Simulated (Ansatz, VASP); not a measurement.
Given: the input of a run of Ansatz 0.2.0 on CdS (Hawleyite).

Contents of input.yaml:

```yaml
crystal:
  lattice:
    - [0.0, 2.9737007966, 2.9737007966]
    - [2.9737007966, 0.0, 2.9737007966]
    - [2.9737007966, 2.9737007966, 0.0]
  atoms:
    - { symbol: Cd, position: [0.0, 0.0, 0.0] }
    - { symbol: S, position: [0.75, 0.75, 0.75] }
kpoints:
  mp_grid: { grid: [8, 8, 8] }
scf:
  occupations: { method: fermi_dirac, width: 0.05 }
hamiltonian:
  xc: pbesol
  pseudopotentials: { kind: all_electron, lapw: { basis_error: 0.0005 } }
output:
  forces: true
  stress: true
  eigenvalues: true
```

Potentials or basis: all-electron LAPW, scalar-relativistic.

Run with:

```bash
$ ansatz run input.yaml --threads 1 --pin off --max-ram 3072MiB --backend cpu --events-out ev --progress --plain --runs-dir out
```

Task: Translate it to VASP 6.6.1. Potentials there: VASP PAW PBE potentials, release 64 (Cd, S).

Result: As run (the cutoff follows the program's own potentials):

INCAR

```
SYSTEM = CdS
PREC     = Accurate       ! precision mode
ENCUT    = 520            ! plane-wave cutoff, eV
EDIFF    = 1E-6           ! SCF threshold, eV
ISMEAR   = -1             ! smearing method
SIGMA    = 0.05           ! smearing width, eV
LREAL    = .False.        ! projectors in reciprocal space
LASPH    = .True.         ! aspherical terms in the spheres
NELM     = 80             ! most SCF steps
ALGO     = Normal         ! electronic algorithm
ISIF     = 2              ! what is computed and relaxed
LWAVE    = .False.        ! write WAVECAR
LCHARG   = .False.        ! write CHGCAR
GGA      = PS             ! functional
NBANDS   = 16             ! bands
```

KPOINTS

```
Automatic mesh
0
Gamma
  8 8 8
  0 0 0
```

POSCAR

```
CdS
1.0
    0.0000000000      2.9737007966      2.9737007966
    2.9737007966      0.0000000000      2.9737007966
    2.9737007966      2.9737007966      0.0000000000
Cd S
1 1
Direct
    0.0000000000      0.0000000000      0.0000000000
    0.7500000000      0.7500000000      0.7500000000
```

Potentials or basis: VASP PAW PBE potentials, release 64 (Cd, S).

Run with:

```bash
$ cat potpaw_PBE.64/Cd/POTCAR potpaw_PBE.64/S/POTCAR > POTCAR
$ mpirun -np 1 vasp_std > vasp.out
```

Both were run:

|  | VASP | Ansatz | Ansatz less VASP |
| --- | --- | --- | --- |
| gap on the k mesh at the Fermi level (eV) | 0.89 | 0.88 | -0.002 |
| least direct gap on the mesh (eV) | 0.89 | 0.88 | -0.002 |
| pressure (GPa) | -3.0 | -3.3 | -0.28 |

Ansatz ran all-electron here, so the differences hold the error of VASP's frozen core and of both bases.

Caveats: the PAW data sets were made with another functional, which shifts forces and pressure a little (VASP).
